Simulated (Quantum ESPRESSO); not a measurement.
# SiO2 (P6_422) in Quantum ESPRESSO: notebook, part 2 of 2

Quantum ESPRESSO 7.5. Earlier steps stand in the parts before.

## 10. Band structure, LDA

pw.in reads:

```
&CONTROL
  calculation = 'scf'
  prefix = 'pwscf'
  outdir = './tmp'
  pseudo_dir = './pseudo'
  tprnfor = .true.
  tstress = .true.
  disk_io = 'low'
/
&SYSTEM
  ibrav = 0
  celldm(1) = 8
  nat = 9
  ntyp = 2
  ecutwfc = 45
  ecutrho = 360
  nbnd = 33
  occupations = 'smearing'
  smearing = 'fd'
  degauss = 0.00367493
/
&ELECTRONS
  conv_thr = 1.8d-09
  electron_maxstep = 120
  mixing_beta = 0.5
/
ATOMIC_SPECIES
Si    28.0850 si_lda_v1.uspp.F.UPF
O     15.9990 o_lda_v1.2.uspp.F.UPF
CELL_PARAMETERS alat
  1.1953751324071   0.0000000000000   0.0000000000000
 -0.5976875662036   1.0352252317143   0.0000000000000
  0.0000000000000   0.0000000000000   1.3089550144611
ATOMIC_POSITIONS crystal
Si     0.5000000000    0.0000000000    0.0000000000
Si     0.5000000000    0.5000000000    0.6666666667
Si     0.0000000000    0.5000000000    0.3333333333
O      0.2086053700    0.7913946300    0.1666666667
O      0.2086053700    0.4172107400    0.5000000000
O      0.4172107400    0.2086053700    0.8333333333
O      0.7913946300    0.2086053700    0.1666666667
O      0.7913946300    0.5827892600    0.5000000000
O      0.5827892600    0.7913946300    0.8333333333
K_POINTS automatic
6 6 5 0 0 0
```

bands.in reads:

```
&CONTROL
  calculation = 'bands'
  prefix = 'pwscf'
  outdir = './tmp'
  pseudo_dir = './pseudo'
  disk_io = 'low'
  verbosity = 'high'
/
&SYSTEM
  ibrav = 0
  celldm(1) = 8
  nat = 9
  ntyp = 2
  ecutwfc = 45
  ecutrho = 360
  nbnd = 33
  occupations = 'smearing'
  smearing = 'fd'
  degauss = 0.00367493
/
&ELECTRONS
  conv_thr = 1d-08
  electron_maxstep = 120
  mixing_beta = 0.5
  diago_full_acc = .true.
  startingwfc = 'random'
/
ATOMIC_SPECIES
Si    28.0850 si_lda_v1.uspp.F.UPF
O     15.9990 o_lda_v1.2.uspp.F.UPF
CELL_PARAMETERS alat
  1.1953751324071   0.0000000000000   0.0000000000000
 -0.5976875662036   1.0352252317143   0.0000000000000
  0.0000000000000   0.0000000000000   1.3089550144611
ATOMIC_POSITIONS crystal
Si     0.5000000000    0.0000000000    0.0000000000
Si     0.5000000000    0.5000000000    0.6666666667
Si     0.0000000000    0.5000000000    0.3333333333
O      0.2086053700    0.7913946300    0.1666666667
O      0.2086053700    0.4172107400    0.5000000000
O      0.4172107400    0.2086053700    0.8333333333
O      0.7913946300    0.2086053700    0.1666666667
O      0.7913946300    0.5827892600    0.5000000000
O      0.5827892600    0.7913946300    0.8333333333
K_POINTS crystal
60
 0.0000000000  0.0000000000  0.0000000000 1
 0.0714285714  0.0000000000  0.0000000000 1
 0.1428571429  0.0000000000  0.0000000000 1
 0.2142857143  0.0000000000  0.0000000000 1
 0.2857142857  0.0000000000  0.0000000000 1
 0.3571428571  0.0000000000  0.0000000000 1
 0.4285714286  0.0000000000  0.0000000000 1
 0.5000000000  0.0000000000  0.0000000000 1
 0.4444444444  0.1111111111  0.0000000000 1
 0.3888888889  0.2222222222  0.0000000000 1
 0.3333333333  0.3333333333  0.0000000000 1
 0.2916666667  0.2916666667  0.0000000000 1
 0.2500000000  0.2500000000  0.0000000000 1
 0.2083333333  0.2083333333  0.0000000000 1
 0.1666666667  0.1666666667  0.0000000000 1
 0.1250000000  0.1250000000  0.0000000000 1
 0.0833333333  0.0833333333  0.0000000000 1
 0.0416666667  0.0416666667  0.0000000000 1
 0.0000000000  0.0000000000  0.0000000000 1
 0.0000000000  0.0000000000  0.0833333333 1
 0.0000000000  0.0000000000  0.1666666667 1
 0.0000000000  0.0000000000  0.2500000000 1
 0.0000000000  0.0000000000  0.3333333333 1
 0.0000000000  0.0000000000  0.4166666667 1
 0.0000000000  0.0000000000  0.5000000000 1
 0.0714285714  0.0000000000  0.5000000000 1
 0.1428571429  0.0000000000  0.5000000000 1
 0.2142857143  0.0000000000  0.5000000000 1
 0.2857142857  0.0000000000  0.5000000000 1
 0.3571428571  0.0000000000  0.5000000000 1
 0.4285714286  0.0000000000  0.5000000000 1
 0.5000000000  0.0000000000  0.5000000000 1
 0.4583333333  0.0833333333  0.5000000000 1
 0.4166666667  0.1666666667  0.5000000000 1
 0.3750000000  0.2500000000  0.5000000000 1
 0.3333333333  0.3333333333  0.5000000000 1
 0.3000000000  0.3000000000  0.5000000000 1
 0.2666666667  0.2666666667  0.5000000000 1
 0.2333333333  0.2333333333  0.5000000000 1
 0.2000000000  0.2000000000  0.5000000000 1
 0.1666666667  0.1666666667  0.5000000000 1
 0.1333333333  0.1333333333  0.5000000000 1
 0.1000000000  0.1000000000  0.5000000000 1
 0.0666666667  0.0666666667  0.5000000000 1
 0.0333333333  0.0333333333  0.5000000000 1
 0.0000000000  0.0000000000  0.5000000000 1
 0.5000000000  0.0000000000  0.5000000000 1
 0.5000000000  0.0000000000  0.4166666667 1
 0.5000000000  0.0000000000  0.3333333333 1
 0.5000000000  0.0000000000  0.2500000000 1
 0.5000000000  0.0000000000  0.1666666667 1
 0.5000000000  0.0000000000  0.0833333333 1
 0.5000000000  0.0000000000  0.0000000000 1
 0.3333333333  0.3333333333  0.0000000000 1
 0.3333333333  0.3333333333  0.0833333333 1
 0.3333333333  0.3333333333  0.1666666667 1
 0.3333333333  0.3333333333  0.2500000000 1
 0.3333333333  0.3333333333  0.3333333333 1
 0.3333333333  0.3333333333  0.4166666667 1
 0.3333333333  0.3333333333  0.5000000000 1
```

Potentials or basis: GBRV 1.5 LDA.

Launch:

```console
$ OMP_NUM_THREADS=1 mpirun -n 2 pw.x -nk 2 -in pw.in > pw.out
$ OMP_NUM_THREADS=1 mpirun -n 2 pw.x -nk 2 -in bands.in > bands.out
```

pw.out:

```text
This program is part of the open-source Quantum ESPRESSO suite
     for quantum simulation of materials; please cite
[... 13 lines left out ...]
     --------------------
     sticks:   dense  smooth     PW     G-vecs:    dense   smooth      PW
     Sum        2263    1135    313                95613    33795    5221

     Using Slab Decomposition

     bravais-lattice index     =            0
     lattice parameter (alat)  =       8.0000  a.u.
     unit-cell volume          =     829.3422 (a.u.)^3
     number of atoms/cell      =            9
     number of atomic types    =            2
     number of electrons       =        48.00
     number of Kohn-Sham states=           33
     kinetic-energy cutoff     =      45.0000  Ry
     charge density cutoff     =     360.0000  Ry
     scf convergence threshold =      1.8E-09
     mixing beta               =       0.5000
[... 335 lines left out ...]
    12.4514

     the Fermi energy is     4.5457 ev

!    total energy              =    -223.62402716 Ry
     estimated scf accuracy    <          8.1E-10 Ry
     smearing contrib. (-TS)   =       0.00000000 Ry
     internal energy E=F+TS    =    -223.62402716 Ry

     The total energy is F=E-TS. E is the sum of the following terms:
     one-electron contribution =    -121.67078366 Ry
     hartree contribution      =      84.57312963 Ry
     xc contribution           =     -57.25938372 Ry
     ewald contribution        =    -129.26698941 Ry

     convergence has been achieved in  10 iterations

     Forces acting on atoms (cartesian axes, Ry/au):

     atom    1 type  1   force =    -0.00000000   -0.00000000    0.00000000
     atom    2 type  1   force =    -0.00000000   -0.00000000    0.00000000
     atom    3 type  1   force =    -0.00000000   -0.00000000   -0.00000000
     atom    4 type  2   force =    -0.00022626    0.00013063   -0.00000000
     atom    5 type  2   force =     0.00000000   -0.00026126    0.00000000
     atom    6 type  2   force =    -0.00022626   -0.00013063   -0.00000000
     atom    7 type  2   force =     0.00022626   -0.00013063   -0.00000000
     atom    8 type  2   force =    -0.00000000    0.00026126    0.00000000
     atom    9 type  2   force =     0.00022626    0.00013063   -0.00000000

     Total force =     0.000640     Total SCF correction =     0.000026

     Computing stress (Cartesian axis) and pressure

          total   stress  (Ry/bohr**3)                   (kbar)     P=      -13.55
  -0.00009190  -0.00000000   0.00000000          -13.52       -0.00        0.00
  -0.00000000  -0.00009190   0.00000000           -0.00      -13.52        0.00
   0.00000000   0.00000000  -0.00009257            0.00        0.00      -13.62

=------------------------------------------------------------------------------=
   JOB DONE.
=------------------------------------------------------------------------------=
```

bands.out:

```text
This program is part of the open-source Quantum ESPRESSO suite
     for quantum simulation of materials; please cite
         "P. Giannozzi et al., J. Phys.:Condens. Matter 21 395502 (2009);
         "P. Giannozzi et al., J. Phys.:Condens. Matter 29 465901 (2017);
         "P. Giannozzi et al., J. Chem. Phys. 152 154105 (2020);
     in publications or presentations arising from this work. More details at
[... 902 lines left out ...]
    -0.5285  -0.5285   0.4500   0.4500   0.5806   0.6118   0.8221   0.8221
    10.0148  10.6479  10.6479  10.8549  11.3522  11.3522  11.7890  11.7890
    12.6599

=------------------------------------------------------------------------------=
   JOB DONE.
=------------------------------------------------------------------------------=
```

Run time: 1.7 min. Hardware: 2 MPI ranks of Intel Xeon 6975P-C (Granite Rapids), shared host; peak memory 0.52 GiB.

What came out:

* Free energy: -3042.5599 eV
* Pressure: -1.4 GPa
* Largest force: 0.007 eV/Å
* Band gap on the k mesh: 5.46 eV, indirect (least direct gap 5.66 eV)
* Band gap along the path: 5.46 eV, indirect (least direct gap 5.66 eV)

Forces in eV/Å, atoms in the order of the input:
```
Si   0.000  0.000  0.000
Si   0.000  0.000  0.000
Si   0.000  0.000  0.000
O   -0.006  0.003  0.000
O    0.000 -0.007  0.000
O   -0.006 -0.003  0.000
O    0.006 -0.003  0.000
O    0.000  0.007  0.000
O    0.006  0.003  0.000
```

Levels at the corners of the path, in eV from the valence-band top:
| point | band 21 | band 22 | band 23 | band 24 | band 25 | band 26 | band 27 | band 28 |
| --- | --- | --- | --- | --- | --- | --- | --- | --- |
| Γ | -1.01 | -0.49 | -0.49 | -0.20 | 5.46 | 8.71 | 8.71 | 8.96 |
| M | -1.19 | -1.02 | -0.36 | -0.01 | 7.51 | 8.33 | 9.36 | 9.43 |
| K | -1.48 | -0.50 | -0.50 | -0.07 | 8.24 | 8.24 | 8.82 | 9.26 |
| Γ | -1.01 | -0.49 | -0.49 | -0.20 | 5.46 | 8.71 | 8.71 | 8.96 |
| A | -1.18 | -0.30 | -0.01 | -0.01 | 7.28 | 7.28 | 8.21 | 9.55 |
| L | -0.95 | -0.75 | -0.72 | -0.35 | 8.49 | 8.92 | 8.97 | 9.12 |
| H | -0.93 | -0.90 | -0.69 | -0.69 | 8.51 | 9.14 | 9.14 | 9.35 |
| A | -1.18 | -0.30 | -0.01 | -0.01 | 7.28 | 7.28 | 8.21 | 9.55 |
| L | -0.95 | -0.75 | -0.72 | -0.35 | 8.49 | 8.92 | 8.97 | 9.12 |
| M | -1.19 | -1.02 | -0.36 | -0.01 | 7.51 | 8.33 | 9.36 | 9.43 |
| K | -1.48 | -0.50 | -0.50 | -0.07 | 8.24 | 8.24 | 8.82 | 9.26 |
| H | -0.93 | -0.90 | -0.69 | -0.69 | 8.51 | 9.14 | 9.14 | 9.35 |

Caveat: some levels on the path didn't converge. A hybrid or GW would open this gap; LDA tends to underestimate it.
